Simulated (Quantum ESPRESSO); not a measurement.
WS2:

```xyz
3
Lattice="1.5790 0.9116 6.1633 -1.5790 0.9116 6.1633 0.0000 -1.8233 6.1633" Properties=species:S:1:pos:R:3 pbc="T T T"
W     0.0000    0.0000    0.0000
S     0.0000    0.0000   13.8730
S     0.0000    0.0000   10.7427
```

Measurements of this composition are mostly on another form, of space group No. 194.

Base run:

- Program: Quantum ESPRESSO 7.5
- Functional: PBEsol
- Potentials or basis: GBRV 1.5 PBEsol
- Cutoff: 762 eV
- Density cutoff: 6095 eV
- k mesh: 7 × 7 × 7
- Occupations: gaussian, width 0.05 eV
- Spin: collinear spin, ferromagnetic start
- Starting moments: [2.0, 0.0, 0.0] μB

Its results: band gap on the k mesh 1.10 eV, indirect (least direct gap 2.31 eV); pressure -0.4 GPa; net moment 0.00 μB per cell; largest force 0.607 eV/Å.

The run is repeated on the same cell with these changes: hubbard terms from none to W d U = 4 eV. What comes out?

Band gap on the k mesh 1.23 eV, indirect (least direct gap 2.29 eV); pressure 0.0 GPa; net moment 0.00 μB per cell; largest force 0.608 eV/Å.

The U term pushes filled and empty states of the shell apart.

Caveats: spin-orbit coupling is left out, which moves the levels of the heavy elements; an odd mesh through Γ misses points on the zone boundary, where band edges often lie.
